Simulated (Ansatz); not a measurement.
# BaTiO3 (P4mm) in Ansatz: a series of runs

Runs on BaTiO3. Level: PBEsol. Tasks: single point.

All numbers are computed with Ansatz 0.2.0; they aren't measurements. Logs are shortened: lines on timing, memory, paths and dates and some standing lists are left out, and cuts for length are marked.

## 1. The structure

It takes space group P4mm (No. 99, tetragonal). The conventional cell has a = 4.000 Å, b = 4.000 Å, c = 4.018 Å, α = 90.00°, β = 90.00°, γ = 90.00°. Ba (site symmetry 4mm) has 12 O at 2.79 to 2.88 Å as nearest neighbours. Around Ti (site symmetry 4mm) lie 6 O at 1.89 to 2.13 Å. Around O (site symmetry 2mm) lie 2 Ti at 2.00 Å. O (site symmetry 4mm) has 2 Ti at 1.89 to 2.13 Å as nearest neighbours.

## 2. Single point, PBEsol, 12.08 Å³/atom (volume scaled by 0.94)

Contents of input.yaml:

```yaml
crystal:
  lattice:
    - [3.9181485176, 0.0, 0.0]
    - [0.0, 3.9181485176, 0.0]
    - [0.0, 0.0, 3.9359769848]
  atoms:
    - { symbol: Ba, position: [0.0, 0.0, 0.0] }
    - { symbol: Ti, position: [0.5, 0.5, 0.49] }
    - { symbol: O, position: [0.0, 0.5, 0.517] }
    - { symbol: O, position: [0.5, 0.0, 0.517] }
    - { symbol: O, position: [0.5, 0.5, 0.019] }
kpoints:
  mp_grid: { grid: [7, 7, 7] }
scf:
  occupations: { method: fermi_dirac, width: 0.05 }
hamiltonian:
  xc: pbesol
  pseudopotentials: { kind: all_electron, lapw: { basis_error: 0.001 } }
output:
  forces: true
  stress: true
  eigenvalues: true
```

Potentials or basis: all-electron LAPW, scalar-relativistic.

Run with:

```sh
$ ansatz run input.yaml --threads 4 --pin off --max-ram 12288MiB --backend cpu --events-out ev --progress --plain --runs-dir out
```

The program printed:

```text
Warning: RAYON_NUM_THREADS=4 ignored (pool sized by the plan → 4); use --threads N
LAPW: plane waves up to 10.874 Å⁻¹, error target 1.0e-3 eV per atom; small_component_spin mean_spin; O in spheres of 0.864 Å, 8 of its electrons in bands, Dirac shells []; Ti in spheres of 0.990 Å, 20 of its electrons in bands, Dirac shells []; Ba in spheres of 1.090 Å, 28 of its electrons in bands, Dirac shells [] (how accurate: hamiltonian.pseudopotentials.lapw.basis_error, Limitations)
Engine: ansatz 0.2.0, x86_64-unknown-linux-gnu
Pseudopotentials: kind: all_electron
Pseudopotential: Ba, LAPW, valence charge 28, lapw/all_electron/scalar/gaussian/Ba, Koelling and Harmon's equation, gaussian nucleus
Pseudopotential: Ti, LAPW, valence charge 20, lapw/all_electron/scalar/gaussian/Ti, Koelling and Harmon's equation, gaussian nucleus
Pseudopotential: O, LAPW, valence charge 8, lapw/all_electron/scalar/gaussian/O, Koelling and Harmon's equation, gaussian nucleus
Functional definition: PBEsol
  exchange = pbesol_x
  correlation = pbesol_c
Crystal: 5 atoms, lattice volume = 60.425 Å³
Basis set: ecut = 450.4852302635921 eV, 1341 PW (Γ), exchange–correlation at level 2
Bands: 44, of which v1, the nominal top of the filled ones, is band 36 counted from 1 (35 counted from 0)
Symmetry: 8 space group operations
Space group: P4mm (ITA 99), of the structure as read, at distance tolerance 3.9e-5 Å
k-points: 40 of 343 (time reversal used)
Non-local potential: Ba, projectors of the file, none
Non-local potential: Ti, projectors of the file, none
Non-local potential: O, projectors of the file, none
Initial density: superposition of atomic densities (chi_scale 0.1, normalization cell, long waves kept (reshape's long-wave potential 0.00 eV rms))
Initial wavefunctions: plane waves of lowest kinetic energy (no species holds an atomic orbital)
Functional: x = pbesol(κ = 0.804, μ = 0.12345679012345678), c = pbesol(β = 0.046)
iter 1 solved again at ethr=1.91e-2 eV; its pass at ethr=1.00e-1 eV (dr2=1.38e1 eV) is discarded
SCF iter   1: F=—  HF=-250632.583389 eV  |F-HF|=—  |Δ(HF+E_count)|=         —  Δρ=1.41e-1  dr2=1.38e1  ethr=1.91e-2  ⟨swp⟩=2.0  Hψ=11515  notcnv=0
preconditioner: auto → Resta (q_TF=auto, 2.809 Å⁻¹)  ε∞=3.4  [insulator: Δε(μ)=5.929 eV  Ē_g=19.057 eV  σ=0.050 eV  W_gap=1.00  n_scr=26 (ndim 8)  ℏωp=29.4 eV  f_vac=0.000  D(μ)=0.00/eV (n_scr^D=0)  ε∞_Penn≈3.4]
SCF iter   2: F=—  HF=-250628.416441 eV  |F-HF|=—  |Δ(HF+E_count)|=    4.17e0  Δρ=7.51e-2  dr2=4.33e0  ethr=1.91e-2  ⟨swp⟩=3.0  Hψ=5974  notcnv=0
preconditioner: auto → Kerker (q_TF=auto, 2.809 Å⁻¹)  [metal: Δε(μ)=0.044 eV  Ē_g=12.711 eV  σ=0.050 eV  W_gap=0.21  n_scr=26 (ndim 8)  ℏωp=27.0 eV  f_vac=0.000  D(μ)=0.56/eV (n_scr^D=0)]
SCF iter   3: F=—  HF=-250627.064143 eV  |F-HF|=—  |Δ(HF+E_count)|=    1.35e0  Δρ=4.51e-2  dr2=1.49e0  ethr=6.02e-3  ⟨swp⟩=3.0  Hψ=5752  notcnv=0
SCF iter   4: F=—  HF=-250626.744082 eV  |F-HF|=—  |Δ(HF+E_count)|=         —  Δρ=1.51e-2  dr2=1.85e-1  ethr=2.06e-3  ⟨swp⟩=3.0  Hψ=5735  notcnv=0
the basis was enlarged: its passes take 134.7 KiB over the memory plan, 4 of 4 planned eigensolver slots
SCF iter   5: F=—  HF=-250626.787903 eV  |F-HF|=—  |Δ(HF+E_count)|=   4.38e-2  Δρ=1.59e-2  dr2=2.28e-1  ethr=2.56e-4  ⟨swp⟩=3.0  Hψ=5808  notcnv=0  recentre
iter 6 solved again at ethr=1.33e-5 eV; its pass at ethr=2.56e-4 eV (dr2=9.59e-3 eV) is discarded
SCF iter   6: F=—  HF=-250626.720251 eV  |F-HF|=—  |Δ(HF+E_count)|=   6.77e-2  Δρ=2.61e-3  dr2=9.59e-3  ethr=1.33e-5  ⟨swp⟩=2.0  Hψ=9050  notcnv=0
SCF iter   7: F=—  HF=-250626.718790 eV  |F-HF|=—  |Δ(HF+E_count)|=   1.46e-3  Δρ=2.17e-3  dr2=4.93e-3  ethr=1.33e-5  ⟨swp⟩=3.0  Hψ=5483  notcnv=0
SCF iter   8: F=—  HF=-250626.717769 eV  |F-HF|=—  |Δ(HF+E_count)|=   1.02e-3  Δρ=1.43e-3  dr2=2.22e-3  ethr=6.85e-6  ⟨swp⟩=2.4  Hψ=5415  notcnv=0
SCF iter   9: F=—  HF=-250626.717227 eV  |F-HF|=—  |Δ(HF+E_count)|=   5.42e-4  Δρ=4.85e-4  dr2=2.29e-4  ethr=3.08e-6  ⟨swp⟩=2.0  Hψ=5381  notcnv=0
SCF iter  10: F=—  HF=-250626.717167 eV  |F-HF|=—  |Δ(HF+E_count)|=   6.05e-5  Δρ=9.13e-5  dr2=8.25e-6  ethr=3.18e-7  ⟨swp⟩=2.0  Hψ=5361  notcnv=0
SCF iter  11: F=—  HF=-250626.717164 eV  |F-HF|=—  |Δ(HF+E_count)|=   2.20e-6  Δρ=1.25e-5  dr2=1.26e-7  ethr=1.15e-8  ⟨swp⟩=2.0  Hψ=5360  notcnv=0
SCF iter  12: F=-250626.717164 eV  HF=-250626.717164 eV  |F-HF|=1.92e-8  |Δ(HF+E_count)|=   1.57e-9  Δρ=4.88e-6  dr2=2.40e-8  ethr=1.75e-10  ⟨swp⟩=3.0  Hψ=5539  notcnv=0
SCF 1 converged in 12 iterations: F = -250626.717164 eV  dr2 = 2.40e-8
SCF converged after 12 iterations
Free energy (F): -250626.717164 eV
Harris-Foulkes:  -250626.717164 eV  (|F-HF|=1.92e-8)
Internal energy: -250626.717164 eV  (E = F + TS)
E sigma→0 (E₀):  -250626.717164 eV
Fermi energy:    14.096867 eV
--- Per-component energies (eV) ---
  E_band       = -8593.697397
  E_kinetic    = 265323.271871
  E_xc         = -7110.334262
  E_electrostatic = -508839.654773  (all electrons and nuclei)
  E_smearing   = -0.000000  (= −TS)
  E_closure    = 0.000000  (closes the sum)
  E_atoms      = -250585.672184  (free atoms, spherical and without spin; not in F)
  Σ components = -250626.717164   (vs F -250626.717164, Δ=0.00e0)
  Basis errors (estimates in eV, not in F): energy 5.4e-4 per atom: plane waves 5.0e-4 (2.9e-4 summed), levels above the bands 5.2e-70, relativity 7.5e-8, radial functions 4.5e-5, core shells 2.4e-7; eigenvalues (radial functions only) 7.0e-6; not estimated: angular momenta, meshes, grids; target (lapw.basis_error) 1.0e-3; muffin-tin radii O 0.864 Å, Ti 0.990 Å, Ba 1.090 Å
--- Forces (eV/Å), atoms counted from 1 ---
  atom   1  Ba    -0.00000000     0.00000000     0.08051881
  atom   2  Ti    -0.00000000     0.00000000     0.12710481
  atom   3  O      0.00000000     0.00000000    -0.07951031
  atom   4  O      0.00000000     0.00000000    -0.07951031
  atom   5  O      0.00000000     0.00000000    -0.04858289
  max |Σ_I F_I| component: 2.01e-5 eV/Å
--- Stress (GPa, compression-positive) ---
        7.258346       0.000000      -0.000000
        0.000000       7.258346       0.000000
       -0.000000       0.000000       8.403326
  P = ⅓ Tr σ = 7.6400 GPa (76.400 kbar)
--- Band table (eV; the first three rows and the last of 40) ---
  k-point 0: bands = ["-517.0007", "-489.0278", "-488.9388", "-488.9388", "-424.5979", "-424.5979", "-424.5937", "-220.4434", "-157.6634", "-157.6634", "-157.6626", "-66.6027", "-66.6019", "-66.6010", "-66.6000", "-66.6000", "-42.8402", "-19.2582", "-19.2196", "-19.2196", "-11.3638", "-3.7867", "-3.1602", "-3.1100", "3.4230", "3.4230", "3.4231", "10.8626", "10.8696", "10.8696", "11.7551", "11.7551", "11.8445", "12.9308", "12.9308", "12.9323", "15.0393", "15.2751", "15.2751", "17.6367", "17.7185", "18.1718", "18.2553", "21.0357"]
  k-point 1: bands = ["-517.0007", "-489.0278", "-488.9388", "-488.9388", "-424.5979", "-424.5979", "-424.5937", "-220.4434", "-157.6634", "-157.6634", "-157.6626", "-66.6027", "-66.6019", "-66.6010", "-66.6000", "-66.6000", "-42.8399", "-19.2718", "-19.2191", "-19.2191", "-11.3328", "-3.8102", "-3.1397", "-3.1025", "3.4605", "3.4605", "3.5334", "10.4780", "10.7876", "10.7876", "11.5414", "11.5414", "11.6595", "12.4640", "12.8310", "12.8310", "15.0674", "15.6554", "15.6554", "17.6378", "18.2483", "18.5682", "18.6658", "21.5427"]
  k-point 2: bands = ["-517.0007", "-489.0278", "-488.9388", "-488.9388", "-424.5979", "-424.5979", "-424.5937", "-220.4434", "-157.6634", "-157.6634", "-157.6626", "-66.6027", "-66.6018", "-66.6010", "-66.6000", "-66.6000", "-42.8393", "-19.3021", "-19.2179", "-19.2179", "-11.2614", "-3.9555", "-3.0855", "-2.9818", "3.5478", "3.5478", "3.7784", "9.6438", "10.5212", "10.5212", "11.2506", "11.2506", "11.2931", "11.6885", "12.6295", "12.6295", "15.1323", "16.4110", "16.4110", "17.6399", "19.1588", "19.4781", "19.6994", "21.7965"]
  k-point 39: bands = ["-517.0007", "-489.0278", "-488.9388", "-488.9388", "-424.5979", "-424.5979", "-424.5937", "-220.4434", "-157.6634", "-157.6634", "-157.6626", "-66.6026", "-66.6018", "-66.6010", "-66.6000", "-66.6000", "-42.8360", "-19.3173", "-19.2819", "-19.2817", "-11.0100", "-2.9486", "-2.8458", "-2.8126", "2.5986", "2.6086", "2.7509", "8.6136", "9.1984", "9.2174", "10.5537", "10.7642", "10.7798", "12.8963", "12.9254", "13.0223", "17.6361", "17.6429", "17.6550", "20.1907", "20.3895", "20.5072", "21.4076", "21.5842"]
```

Run time: 16 s. Hardware: 4 threads of Intel Xeon 6975P-C (Granite Rapids), shared host; peak memory 0.67 GiB.

What came out:

```yaml
Free_energy: -250626.7172 eV
Pressure: 7.6 GPa
Largest_force: 0.127 eV/Å
Band_gap_on_the_k_mesh: 2.02 eV, indirect (least direct gap 2.11 eV)
```

Caveat: spin-orbit coupling is left out, which moves the levels of the heavy elements; an odd mesh through Γ misses points on the zone boundary, where band edges often lie.

## 3. Single point, PBEsol, 12.34 Å³/atom (volume scaled by 0.96)

input.yaml, as its differences from that of step 2:

```diff
@@ -2,5 +2,5 @@
   lattice:
-    - [3.9181485176, 0.0, 0.0]
-    - [0.0, 3.9181485176, 0.0]
-    - [0.0, 0.0, 3.9359769848]
+    - [3.945742022, 0.0, 0.0]
+    - [0.0, 3.945742022, 0.0]
+    - [0.0, 0.0, 3.9636960459]
   atoms:
```

Potentials or basis: all-electron LAPW, scalar-relativistic.

Run with:

```sh
$ ansatz run input.yaml --threads 4 --pin off --max-ram 12288MiB --backend cpu --events-out ev --progress --plain --runs-dir out
```

It took 14 s on 4 threads of Intel Xeon 6975P-C (Granite Rapids), shared host; peak memory 0.68 GiB.

It converged, with:

| Quantity | Value |
| --- | --- |
| Free energy | -250626.7610 eV |
| Pressure | 3.4 GPa |
| Largest force | 0.097 eV/Å |
| Band gap on the k mesh | 1.97 eV, indirect (least direct gap 2.09 eV) |

Caveat: spin-orbit coupling is left out, which moves the levels of the heavy elements; an odd mesh through Γ misses points on the zone boundary, where band edges often lie.

## 4. Single point, PBEsol, 12.60 Å³/atom (volume scaled by 0.98)

input.yaml, as its differences from that of step 3:

```diff
@@ -2,5 +2,5 @@
   lattice:
-    - [3.945742022, 0.0, 0.0]
-    - [0.0, 3.945742022, 0.0]
-    - [0.0, 0.0, 3.9636960459]
+    - [3.9729548958, 0.0, 0.0]
+    - [0.0, 3.9729548958, 0.0]
+    - [0.0, 0.0, 3.9910327445]
   atoms:
```

Run with:

```sh
$ ansatz run input.yaml --threads 4 --pin off --max-ram 12288MiB --backend cpu --events-out ev --progress --plain --runs-dir out
```

Wall time 14 s (4 threads of Intel Xeon 6975P-C (Granite Rapids), shared host); peak memory 0.69 GiB.

Results (log left out):

```yaml
Free_energy: -250626.7726 eV
Pressure: -0.4 GPa
Largest_force: 0.233 eV/Å
Band_gap_on_the_k_mesh: 1.93 eV, indirect (least direct gap 2.06 eV)
```

Caveat: spin-orbit coupling is left out, which moves the levels of the heavy elements; an odd mesh through Γ misses points on the zone boundary, where band edges often lie.

## 5. Single point, PBEsol, 12.86 Å³/atom

input.yaml, as its differences from that of step 4:

```diff
@@ -2,5 +2,5 @@
   lattice:
-    - [3.9729548958, 0.0, 0.0]
-    - [0.0, 3.9729548958, 0.0]
-    - [0.0, 0.0, 3.9910327445]
+    - [3.9998, 0.0, 0.0]
+    - [0.0, 3.9998, 0.0]
+    - [0.0, 0.0, 4.018]
   atoms:
```

Run with:

```sh
$ ansatz run input.yaml --threads 4 --pin off --max-ram 12288MiB --backend cpu --events-out ev --progress --plain --runs-dir out
```

It took 15 s on 4 threads of Intel Xeon 6975P-C (Granite Rapids), shared host; peak memory 0.68 GiB.

The run converged. Its results:

| Quantity | Value |
| --- | --- |
| Free energy | -250626.7552 eV |
| Pressure | -3.8 GPa |
| Largest force | 0.359 eV/Å |
| Band gap on the k mesh | 1.88 eV, indirect (least direct gap 2.04 eV) |

Caveat: spin-orbit coupling is left out, which moves the levels of the heavy elements; an odd mesh through Γ misses points on the zone boundary, where band edges often lie.

## 6. Single point, PBEsol, 13.11 Å³/atom (volume scaled by 1.02)

input.yaml, as its differences from that of step 5:

```diff
@@ -2,5 +2,5 @@
   lattice:
-    - [3.9998, 0.0, 0.0]
-    - [0.0, 3.9998, 0.0]
-    - [0.0, 0.0, 4.018]
+    - [4.0262895137, 0.0, 0.0]
+    - [0.0, 4.0262895137, 0.0]
+    - [0.0, 0.0, 4.044610047]
   atoms:
```

Potentials or basis: all-electron LAPW, scalar-relativistic.

Run with:

```sh
$ ansatz run input.yaml --threads 4 --pin off --max-ram 12288MiB --backend cpu --events-out ev --progress --plain --runs-dir out
```

Run time: 14 s. Hardware: 4 threads of Intel Xeon 6975P-C (Granite Rapids), shared host; peak memory 0.68 GiB.

It converged, with:

| Quantity | Value |
| --- | --- |
| Free energy | -250626.7120 eV |
| Pressure | -6.9 GPa |
| Largest force | 0.477 eV/Å |
| Band gap on the k mesh | 1.84 eV, indirect (least direct gap 2.02 eV) |

Caveat: spin-orbit coupling is left out, which moves the levels of the heavy elements; an odd mesh through Γ misses points on the zone boundary, where band edges often lie.

## 7. Single point, PBEsol, 13.37 Å³/atom (volume scaled by 1.04)

input.yaml, as its differences from that of step 6:

```diff
@@ -2,5 +2,5 @@
   lattice:
-    - [4.0262895137, 0.0, 0.0]
-    - [0.0, 4.0262895137, 0.0]
-    - [0.0, 0.0, 4.044610047]
+    - [4.0524349834, 0.0, 0.0]
+    - [0.0, 4.0524349834, 0.0]
+    - [0.0, 0.0, 4.0708744845]
   atoms:
```

Run with:

```sh
$ ansatz run input.yaml --threads 4 --pin off --max-ram 12288MiB --backend cpu --events-out ev --progress --plain --runs-dir out
```

Wall time 19 s (4 threads of Intel Xeon 6975P-C (Granite Rapids), shared host); peak memory 0.67 GiB.

The run converged. Its results:

```yaml
Free_energy: -250626.6458 eV
Pressure: -9.6 GPa
Largest_force: 0.587 eV/Å
Band_gap_on_the_k_mesh: 1.80 eV, indirect (least direct gap 1.99 eV)
```

Caveat: spin-orbit coupling is left out, which moves the levels of the heavy elements; an odd mesh through Γ misses points on the zone boundary, where band edges often lie.

## 8. Single point, PBEsol, 13.63 Å³/atom (volume scaled by 1.06)

input.yaml, as its differences from that of step 7:

```diff
@@ -2,5 +2,5 @@
   lattice:
-    - [4.0524349834, 0.0, 0.0]
-    - [0.0, 4.0524349834, 0.0]
-    - [0.0, 0.0, 4.0708744845]
+    - [4.0782473671, 0.0, 0.0]
+    - [0.0, 4.0782473671, 0.0]
+    - [0.0, 0.0, 4.0968043205]
   atoms:
```

Run with:

```sh
$ ansatz run input.yaml --threads 4 --pin off --max-ram 12288MiB --backend cpu --events-out ev --progress --plain --runs-dir out
```

Run time: 17 s. Hardware: 4 threads of Intel Xeon 6975P-C (Granite Rapids), shared host; peak memory 0.69 GiB.

The run converged. Its results:

```yaml
Free_energy: -250626.5589 eV
Pressure: -12.0 GPa
Largest_force: 0.690 eV/Å
Band_gap_on_the_k_mesh: 1.75 eV, indirect (least direct gap 1.96 eV)
```

Caveat: spin-orbit coupling is left out, which moves the levels of the heavy elements; an odd mesh through Γ misses points on the zone boundary, where band edges often lie.
